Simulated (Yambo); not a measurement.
# C (Fd-3m) in Yambo: notebook, part 2 of 2

Yambo 5.3.0. The steps go on from the part before.

### 3 Hartree-Fock levels, PBEsol

Contents of hf2.in:

```
rim_cut
HF_and_locXC
RandQpts= 1000000
RandGvec= 50 RL
EXXRLvcs= 82 Ry
VXCRLvcs= 82 Ry
% QPkrange
 1 | 16 | 2 | 6 |
%
```

Contents of scf.in:

```
&CONTROL
  calculation = 'scf'
  prefix = 'pwscf'
  outdir = './tmp'
  pseudo_dir = './pseudo'
/
&SYSTEM
  ibrav = 0
  nat = 2
  ntyp = 1
  ecutwfc = 82
  nbnd = 9
  occupations = 'smearing'
  smearing = 'fd'
  degauss = 0.00367493
  force_symmorphic = .true.
/
&ELECTRONS
  conv_thr = 4d-10
  electron_maxstep = 120
  mixing_beta = 0.5
/
ATOMIC_SPECIES
C     12.0110 C.upf
CELL_PARAMETERS bohr
   0.0000000000    3.3700808789    3.3700808789
   3.3700808789    0.0000000000    3.3700808789
   3.3700808789    3.3700808789    0.0000000000
ATOMIC_POSITIONS bohr
C      5.0551213183    5.0551213183    5.0551213183
C      3.3700808789    3.3700808789    3.3700808789
K_POINTS automatic
12 12 12 0 0 0
```

Contents of nscf.in:

```
&CONTROL
  calculation = 'nscf'
  prefix = 'pwscf'
  outdir = './tmp'
  pseudo_dir = './pseudo'
/
&SYSTEM
  ibrav = 0
  nat = 2
  ntyp = 1
  ecutwfc = 82
  nbnd = 154
  occupations = 'fixed'
  force_symmorphic = .true.
/
&ELECTRONS
  conv_thr = 1d-08
  diago_full_acc = .true.
  diago_thr_init = 1d-06
/
ATOMIC_SPECIES
C     12.0110 C.upf
CELL_PARAMETERS bohr
   0.0000000000    3.3700808789    3.3700808789
   3.3700808789    0.0000000000    3.3700808789
   3.3700808789    3.3700808789    0.0000000000
ATOMIC_POSITIONS bohr
C      5.0551213183    5.0551213183    5.0551213183
C      3.3700808789    3.3700808789    3.3700808789
K_POINTS automatic
6 6 6 0 0 0
```

Potentials or basis: PseudoDojo 0.4.1 SR PBEsol standard.

Command:

```console
OMP_NUM_THREADS=1 pw.x -in scf.in > scf.out
OMP_NUM_THREADS=1 pw.x -in nscf.in > nscf.out
cd tmp/pwscf.save; p2y; mv SAVE ../..; cd ../..
OMP_NUM_THREADS=1 yambo
mkdir -p hf2; ln -s $PWD/g0w00/ndb.RIM hf2/
OMP_NUM_THREADS=1 yambo -F hf2.in -J hf2 -C hf2_out
```

Yambo's report:

```text
[... sections 02.01 to 02.04 as in the set-up run ...]

  [02.05] Energies & Occupations
  ==============================

  [X] === General ===
  [X] Electronic Temperature                        :  0.000000  0.000000 [eV K]
  [X] Bosonic    Temperature                        :  0.000000  0.000000 [eV K]
  [X] Finite Temperature mode                       : no
  [X] El. density                                   :  0.70524E+24 [cm-3]
  [X] Fermi Level                                   :  13.35837 [eV]

  [X] === Gaps and Widths ===
  [X] Conduction Band Min                           :  4.072979 [eV]
  [X] Valence Band Max                              :  0.000000 [eV]
  [X] Filled Bands                                  :   4
  [X] Empty Bands                                   :    5  154
  [X] Direct Gap                                    :  5.563733 [eV]
  [X] Direct Gap localized at k                     :  1
  [X] Indirect Gap                                  :  4.072979 [eV]
  [X] Indirect Gap between kpts                     :   1  10
  [X] Last valence band width                       :  7.905540 [eV]
  [X] 1st conduction band width                     :  4.616611 [eV]

 [03] Transferred momenta grid and indexing
 ==========================================

 IBZ Q-points                                      :  16
 BZ  Q-points                                      :  216

 K/Q-points units:
 rlu = crystal or reduced units; cc = cartesian coordinates; iku = interal k-units

 Q [ 1]         [rlu]:  0.000000  0.000000  0.000000
 Q [ 2]         [rlu]:  0.65173E-18  0.65173E-18  0.16667
 Q [ 3]         [rlu]:  0.13035E-17  0.13035E-17  0.33333
 Q [ 4]         [rlu]:  0.20821E-17  0.20821E-17 -0.50000
 Q [ 5]         [rlu]: -0.11012E-17  0.16667      0.16667
 Q [ 6]         [rlu]:  0.65173E-18  0.16667      0.33333
 Q [ 7]         [rlu]: -0.27339E-17  0.16667      0.50000
 Q [ 8]         [rlu]:  0.20821E-17  0.16667     -0.33333
 Q [ 9]         [rlu]: -0.13035E-17  0.16667     -0.16667
 Q [10]         [rlu]: -0.22024E-17  0.33333      0.33333
 Q [11]         [rlu]:  0.26704E-17  0.33333      0.50000
 Q [12]         [rlu]:  0.14304E-17  0.33333     -0.33333
 Q [13]         [rlu]:  0.33036E-17 -0.50000     -0.50000
 Q [14]         [rlu]:  0.166667  0.333333  0.500000
 Q [15]         [rlu]:  0.166667  0.333333 -0.333333
 Q [16]         [rlu]:  0.166667 -0.500000 -0.333333

 [04] Coloumb potential Random Integration (RIM)
 ===============================================

 Summary of Coulomb integrals for non-metallic bands |Q|[au] RIM/Bare

 Q [1] 0.100000E-4 0.995870 * Q [2] 0.269103 1.064252
 Q [5] 0.310734 1.063621 * Q [9] 0.439444 1.026387
 Q [6] 0.515293 1.018937 * Q [3] 0.538206 1.016307
 Q [10] 0.621467 1.013309 * Q [8] 0.677228 1.010912
 Q [14] 0.694822 1.010147 * Q [7] 0.761139 1.008295
 Q [4] 0.807310 1.007596 * Q [11] 0.807310 1.007596
 Q [12] 0.878888 1.006547 * Q [15] 0.919163 1.005996
 Q [13] 0.932201 1.005640 * Q [16] 0.982626 1.004971

 [05] Local Exchange-Correlation + Non-Local Fock
 ================================================

 [VXC] Plane waves :   965
 [EXS] Plane waves :   965

 QP @ state[ 1 ] K range:   1  16
 QP @ state[ 1 ] b range:   2   6

 [WF-HF/Rho loader] Normalization (few states)  min/max  :  0.11159E-15   1.0000

 [xc] Functional : Perdew, Burke & Ernzerhof SOL(X)+Perdew, Burke & Ernzerhof SOL(C)
 [xc] LIBXC used to calculate xc functional
  PP Number of Atomic Species                      :  1
  NLCC RL compoments                               :   7727
  PP Number of Atomic Species                      :  1
  NLCC RL compoments                               :   7727
 [WR./hf2//ndb.HF_and_locXC]-----------------------------------------------------
  Brillouin Zone Q/K grids (IBZ/BZ)                :   16  216   16  216
  RL vectors                                       :  1363 [WF]
  Fragmentation                                    : no
  Electronic Temperature                           :  0.000000 [K]
  Bosonic    Temperature                           :  0.000000 [K]
  Green`s function   wavefunctions                 : Perdew, Burke & Ernzerhof SOL(X)+Perdew, Burke & Ernzerhof SOL(C)
  Total number of QP states                        :   80
  Exchange RL vectors                              :   965
  Exchange summation bands                         :   4
  RIM RL components                                :   51
  RIM random points                                :  1000000

 [xc] E_xc :  -3.529243 [Ha]
      E_xc :  -7.058486 [Ry]

  Local XC kind (lXC) : Perdew, Burke & Ernzerhof SOL(X)+Perdew, Burke & Ernzerhof SOL(C)
  Non-Local XC kind (nlXC) : Hartree-Fock

  Corrections @ K [1] :  [eV]
 <2|nlXC|2> = -19.16246  0.57672E-17 <2|lXC|2> = -16.80091 -0.75527E-15
 <3|nlXC|3> = -19.16246  0.27791E-16 <3|lXC|3> = -16.80091  0.000000
 <4|nlXC|4> = -19.16246 -0.63637E-17 <4|lXC|4> = -16.80091  0.000000
 <5|nlXC|5> = -9.560026  0.98999E-18 <5|lXC|5> = -15.57367  0.000000
 <6|nlXC|6> = -9.560025 -0.73895E-17 <6|lXC|6> = -15.57367  0.000000

  Corrections @ K [2] :  [eV]
 <2|nlXC|2> = -19.78165  0.12191E-16 <2|lXC|2> = -16.07389 -0.37763E-15
 <3|nlXC|3> = -19.25301  0.17893E-16 <3|lXC|3> = -16.58374  0.000000
 <4|nlXC|4> = -19.25301  0.70957E-17 <4|lXC|4> = -16.58374  0.000000
 <5|nlXC|5> = -9.319413  0.31970E-18 <5|lXC|5> = -15.77461  0.94408E-16
 <6|nlXC|6> = -9.319424  0.46033E-17 <6|lXC|6> = -15.77461  0.000000

  Corrections @ K [3] :  [eV]
 <2|nlXC|2> = -21.50840 -0.98662E-17 <2|lXC|2> = -15.42848 -0.94408E-16
 <3|nlXC|3> = -19.72914 -0.23113E-16 <3|lXC|3> = -16.46214  0.000000
 <4|nlXC|4> = -19.72914 -0.23560E-16 <4|lXC|4> = -16.46214 -0.94408E-16
 <5|nlXC|5> = -8.566224 -0.19820E-17 <5|lXC|5> = -15.51531  0.000000
 <6|nlXC|6> = -8.566232  0.19243E-17 <6|lXC|6> = -15.51531 -0.94408E-16

  Corrections @ K [4] :  [eV]
 <2|nlXC|2> = -22.03758  0.50627E-17 <2|lXC|2> = -14.69677  0.94408E-16
 <3|nlXC|3> = -19.94609  0.36364E-17 <3|lXC|3> = -16.44306 -0.14161E-15
 <4|nlXC|4> = -19.94609  0.10823E-16 <4|lXC|4> = -16.44306 -0.18882E-15
 <5|nlXC|5> = -8.255669  0.17975E-17 <5|lXC|5> = -15.20937  0.18882E-15
 <6|nlXC|6> = -8.255669 -0.14673E-17 <6|lXC|6> = -15.20937 -0.37763E-15

  Corrections @ K [5] :  [eV]
 <2|nlXC|2> = -19.38456 -0.10675E-16 <2|lXC|2> = -16.22522  0.000000
 <3|nlXC|3> = -19.38454  0.86836E-18 <3|lXC|3> = -16.22522  0.37763E-15
 <4|nlXC|4> = -20.09802 -0.47653E-17 <4|lXC|4> = -16.65343  0.000000
 <5|nlXC|5> = -9.341637  0.14197E-17 <5|lXC|5> = -15.08476  0.000000
 <6|nlXC|6> = -9.050632  0.20480E-17 <6|lXC|6> = -16.16664  0.18882E-15
[... 57 lines left out ...]
  Corrections @ K [14] :  [eV]
 <2|nlXC|2> = -22.15495  0.27865E-17 <2|lXC|2> = -15.99110  0.000000
 <3|nlXC|3> = -20.33927 -0.58068E-17 <3|lXC|3> = -15.38552  0.000000
 <4|nlXC|4> = -19.94366  0.19170E-16 <4|lXC|4> = -15.84819 -0.94408E-16
 <5|nlXC|5> = -8.448367 -0.73615E-17 <5|lXC|5> = -15.07560 -0.47204E-16
 <6|nlXC|6> = -7.113179  0.33829E-17 <6|lXC|6> = -14.00227 -0.35403E-16

  Corrections @ K [15] :  [eV]
 <2|nlXC|2> = -22.15825 -0.21857E-17 <2|lXC|2> = -15.19030  0.18882E-15
 <3|nlXC|3> = -20.97941 -0.58075E-17 <3|lXC|3> = -15.57370  0.000000
 <4|nlXC|4> = -19.97221 -0.41402E-17 <4|lXC|4> = -15.55582  0.23602E-16
 <5|nlXC|5> = -7.585015  0.11450E-18 <5|lXC|5> = -14.27303  0.94408E-16
 <6|nlXC|6> = -8.040730  0.67954E-18 <6|lXC|6> = -15.34782  0.37763E-15

  Corrections @ K [16] :  [eV]
 <2|nlXC|2> = -23.48596 -0.43863E-17 <2|lXC|2> = -15.80491 -0.37763E-15
 <3|nlXC|3> = -20.25552 -0.45056E-17 <3|lXC|3> = -15.19994  0.11801E-16
 <4|nlXC|4> = -20.25552 -0.12453E-16 <4|lXC|4> = -15.19991  0.32453E-16
 <5|nlXC|5> = -7.794913 -0.60515E-19 <5|lXC|5> = -14.34941  0.000000
 <6|nlXC|6> = -7.794913  0.16205E-17 <6|lXC|6> = -14.34907 -0.94408E-16

  [05.01] Hartree-Fock occupations report
  =======================================

  [Hartree-Fock] === General ===
  [Hartree-Fock] Electronic Temperature             :  0.000000  0.000000 [eV K]
  [Hartree-Fock] Bosonic    Temperature             :  0.000000  0.000000 [eV K]
  [Hartree-Fock] Finite Temperature mode            : no
  [Hartree-Fock] El. density                        :  0.70524E+24 [cm-3]
  [Hartree-Fock] Fermi Level                        :  13.35837 [eV]

  [Hartree-Fock] === Gaps and Widths ===
  [Hartree-Fock] Conduction Band Min                :  9.531860 [eV]
  [Hartree-Fock] Valence Band Max                   : -2.361554 [eV]
  [Hartree-Fock] Filled Bands                       :   4
  [Hartree-Fock] Empty Bands                        :    5  154
  [Hartree-Fock] Direct Gap                         :  13.93894 [eV]
  [Hartree-Fock] Direct Gap localized at k          :  1
  [Hartree-Fock] Indirect Gap                       :  11.89341 [eV]
  [Hartree-Fock] Indirect Gap between kpts          :   1  10
  [Hartree-Fock] Last valence band width            :  10.59960 [eV]
  [Hartree-Fock] 1st conduction band width          :  5.851888 [eV]
```

Wall time 21 s (1 thread of Intel Xeon 6975P-C (Granite Rapids), shared host); peak memory 0.23 GiB.

Results:

```yaml
Band_gap_on_the_k_mesh_mean-field_level: 4.07 eV, indirect (least direct gap 5.56 eV)
Quasiparticle_gap: 11.89 eV
Least_direct_quasiparticle_gap: 13.94 eV
Quasiparticle_gap_at_Γ: 13.94 eV
Band_gap_of_the_same_states_before_the_correction: 4.07 eV
```

Quasiparticle terms (eV):
```csv
k point,band,Kohn-Sham level,Vxc,Σx,Σc,Z,result
"(0.000, 0.000, 0.000)",2,0.00,-16.80,-19.16,-,-,-2.36
"(0.000, 0.000, 0.000)",3,0.00,-16.80,-19.16,-,-,-2.36
"(0.000, 0.000, 0.000)",4,0.00,-16.80,-19.16,-,-,-2.36
"(0.000, 0.000, 0.000)",5,5.56,-15.57,-9.56,-,-,11.58
"(0.000, 0.000, 0.000)",6,5.56,-15.57,-9.56,-,-,11.58
"(0.000, 0.000, 0.167)",2,-3.78,-16.07,-19.78,-,-,-7.49
"(0.000, 0.000, 0.167)",3,-1.03,-16.58,-19.25,-,-,-3.70
"(0.000, 0.000, 0.167)",4,-1.03,-16.58,-19.25,-,-,-3.70
"(0.000, 0.000, 0.167)",5,6.91,-15.77,-9.32,-,-,13.37
"(0.000, 0.000, 0.167)",6,6.91,-15.77,-9.32,-,-,13.37
"(0.000, 0.000, 0.333)",2,-9.43,-15.43,-21.51,-,-,-15.51
"(0.000, 0.000, 0.333)",3,-2.34,-16.46,-19.73,-,-,-5.61
"(0.000, 0.000, 0.333)",4,-2.34,-16.46,-19.73,-,-,-5.61
"(0.000, 0.000, 0.333)",5,8.25,-15.52,-8.57,-,-,15.20
"(0.000, 0.000, 0.333)",6,8.25,-15.52,-8.57,-,-,15.20
"(0.000, 0.000, -0.500)",2,-13.49,-14.70,-22.04,-,-,-20.83
"(0.000, 0.000, -0.500)",3,-2.83,-16.44,-19.95,-,-,-6.33
"(0.000, 0.000, -0.500)",4,-2.83,-16.44,-19.95,-,-,-6.33
"(0.000, 0.000, -0.500)",5,8.43,-15.21,-8.26,-,-,15.38
"(0.000, 0.000, -0.500)",6,8.43,-15.21,-8.26,-,-,15.38
```

Caveat: the k mesh is coarse (spacing up to 0.51 Å⁻¹), so the values aren't converged. A k mesh can miss the band edges.

### 4 Optical spectrum, PBEsol

Contents of optics6.in:

```
optics
chi
Chimod= "IP"
% BndsRnXd
 1 | 19 |
%
% LongDrXd
 1 | 1 | 1 |
%
% QpntsRXd
 1 | 1 |
%
% EnRngeXd
 0 | 30 | eV
%
% DmRngeXd
 0.05 | 0.05 | eV
%
ETStpsXd= 200
```

scf.in is that of step 3.

nscf.in is that of step 3.

Potentials or basis: PseudoDojo 0.4.1 SR PBEsol standard.

Command:

```console
OMP_NUM_THREADS=1 pw.x -in scf.in > scf.out
OMP_NUM_THREADS=1 pw.x -in nscf.in > nscf.out
cd tmp/pwscf.save; p2y; mv SAVE ../..; cd ../..
OMP_NUM_THREADS=1 yambo
OMP_NUM_THREADS=1 yambo -F optics6.in -J optics6 -C optics6_out
```

Yambo's report:

```text
[... sections 02.01 to 02.04 as in the set-up run ...]

  [02.05] Energies & Occupations
  ==============================

  [X] === General ===
  [X] Electronic Temperature                        :  0.000000  0.000000 [eV K]
  [X] Bosonic    Temperature                        :  0.000000  0.000000 [eV K]
  [X] Finite Temperature mode                       : no
  [X] El. density                                   :  0.70524E+24 [cm-3]
  [X] Fermi Level                                   :  13.35837 [eV]

  [X] === Gaps and Widths ===
  [X] Conduction Band Min                           :  4.072979 [eV]
  [X] Valence Band Max                              :  0.000000 [eV]
  [X] Filled Bands                                  :   4
  [X] Empty Bands                                   :    5  154
  [X] Direct Gap                                    :  5.563733 [eV]
  [X] Direct Gap localized at k                     :  1
  [X] Indirect Gap                                  :  4.072979 [eV]
[... 26 lines left out ...]
 Q [14]         [rlu]:  0.166667  0.333333  0.500000
 Q [15]         [rlu]:  0.166667  0.333333 -0.333333
 Q [16]         [rlu]:  0.166667 -0.500000 -0.333333

 [WARNING] [Xd] User bands 1-19 break level degeneracy

 [04] Dipoles
 ============

  [04.01] Setup: observables and procedures
  =========================================

  [WF-Oscillators/G space/Transverse up loader] Normalization (few states)  min/max  :  0.45798E-16   1.0000

  [WR./optics6//ndb.dipoles]------------------------------------------------------
   Brillouin Zone Q/K grids (IBZ/BZ)                :   16  216   16  216
   RL vectors                                       :  1363 [WF]
   Fragmentation                                    : yes
   Electronic Temperature                           :  0.000000 [K]
   Bosonic    Temperature                           :  0.000000 [K]
   DIP band range                                   :   1  19
   DIP band range limits                            :   4   5
   DIP e/h energy range                             : -1.000000 -1.000000 [eV]
   RL vectors in the sum                            :  1363
   [r,Vnl] included                                 : yes
   Bands ordered                                    : yes
   Direct v evaluation                              : no
   Approach used                                    : G-space v
   Dipoles computed                                 : R V P [G-space]
   Wavefunctions                                    : Perdew, Burke & Ernzerhof SOL(X)+Perdew, Burke & Ernzerhof SOL(C)

  [WARNING] [r,Vnl^pseudo] included in position and velocity dipoles.

  [WARNING] In case H contains other non local terms, these are neglected

 [05] Optics
 ===========

 [X-CG] R(p) Tot o/o(of R):    696  12960    100
```

o-optics6.eps_q1_ip:

```text
# Absorption @ Q(1):  0.577350269     0.577350269     0.577350269    [q->0 direction]
#
# [ X ] Hartree size                              :  1
# [GEN] GF Energies                               : Perdew, Burke & Ernzerhof SOL(X)+Perdew, Burke & Ernzerhof SOL(C)
# [GEN] Green`s Function                          : T-ordered
#
# [GEN] Gauge                                     : Length
# [GEN] [r,Vnl] included                          : yes
#
#    E[1] [eV]          Im(eps)            Re(eps)
#
        0.000000           0.025197           6.284519
        0.150754           0.025218           6.285728
        0.301508           0.025282           6.289362
        0.452261           0.025388           6.295434
        0.603015           0.025538           6.303969
        0.753769           0.025732           6.315002
[... 192 lines left out ...]
        29.84925           0.472464          -0.114117
        30.00000           0.149459           0.188729
#
```

Wall time 17 s (1 thread of Intel Xeon 6975P-C (Granite Rapids), shared host); peak memory 0.23 GiB.

Results:

```
Band gap on the k mesh, mean-field level       : 4.07 eV, indirect (least direct gap 5.56 eV)
Electronic dielectric constant along the field : 6.28
```

Dielectric function (along the field direction of the input):
| energy (eV) | real part | imaginary part |
| --- | --- | --- |
| 0.30 | 6.29 | 0.03 |
| 1.21 | 6.36 | 0.03 |
| 2.26 | 6.58 | 0.03 |
| 3.32 | 7.00 | 0.04 |
| 4.37 | 7.83 | 0.07 |
| 5.43 | 13.52 | 2.09 |
| 6.48 | 8.89 | 0.20 |
| 7.39 | 19.85 | 4.79 |
| 8.44 | 1.60 | 12.12 |
| 9.50 | 5.54 | 8.62 |
| 10.55 | 30.06 | 14.92 |
| 11.61 | -9.68 | 5.12 |
| 12.66 | -6.56 | 2.27 |
| 13.57 | -0.30 | 0.68 |
| 14.62 | 9.06 | 6.53 |
| 15.68 | 1.42 | 4.11 |
| 16.73 | -5.74 | 7.58 |
| 17.79 | -3.40 | 0.80 |
| 18.84 | -1.59 | 1.91 |
| 19.90 | -1.48 | 0.20 |

Energy-loss function:
| energy (eV) | loss |
| --- | --- |
| 0.0 | 0.001 |
| 1.4 | 0.001 |
| 2.6 | 0.001 |
| 3.9 | 0.001 |
| 5.3 | 0.005 |
| 6.5 | 0.003 |
| 7.8 | 0.015 |
| 9.2 | 0.011 |
| 10.4 | 0.011 |
| 11.8 | 0.021 |
| 13.1 | 0.085 |
| 14.3 | 0.115 |
| 15.7 | 0.217 |
| 16.9 | 0.023 |
| 18.2 | 0.169 |
| 19.6 | 0.077 |
| 20.8 | 0.215 |
| 22.2 | 0.369 |
| 23.5 | 2.720 |
| 24.7 | 0.584 |
| 26.1 | 0.461 |
| 27.4 | 1.112 |
| 28.6 | 0.887 |
| 30.0 | 2.579 |

Caveat: the k mesh is coarse (spacing up to 0.51 Å⁻¹), so the values aren't converged; spectra need much finer meshes, so this one isn't converged; independent-particle spectra lack excitons.
